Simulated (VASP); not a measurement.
The system is HfC.

```
CELL_PARAMETERS angstrom
0.00000 2.32500 2.32500
2.32500 0.00000 2.32500
2.32500 2.32500 0.00000
ATOMIC_POSITIONS crystal
Hf 0.50000 0.50000 0.50000
C 0.00000 0.00000 0.00000
```

```yaml
Program: VASP 6.6.1
Task: relaxation of cell and atoms
Functional: PBE
Dispersion: D3
Potentials_or_basis: VASP PAW PBE potentials, release 64 (Hf_pv, C)
Cutoff: 600 eV
k_mesh: 10 × 10 × 10
Occupations: fermi-dirac, width 0.05 eV
Spin: no spin polarisation
```

At the start: pressure -4.7 GPa; volume 12.57 Å³/atom.

Task: Where does the relaxation end?

Result: Over 3 steps the energy falls by 3.6 meV/atom and the volume is 12.33 Å³/atom (-1.9 %); space group Fm-3m (No. 225, to 0.05 Å).

Step by step:
| step | energy change (eV) | largest force (eV/Å) | pressure (GPa) | volume (Å³) |
| --- | --- | --- | --- | --- |
| 1 | 0.0000 | 0.0000 | -4.66 | 25.14 |
| 2 | 0.0154 | 0.0000 | 9.05 | 23.83 |
| 3 | -0.0072 | 0.0000 | -0.07 | 24.66 |

Final structure:
```xyz
2
Lattice="0.0000 2.3101 2.3101 2.3101 0.0000 2.3101 2.3101 2.3101 0.0000" Properties=species:S:1:pos:R:3 pbc="T T T"
Hf    2.3101    2.3101    2.3101
C     0.0000    0.0000    0.0000
```

Caveat: pairwise dispersion overbinds metals, which lowers pressure and volume.
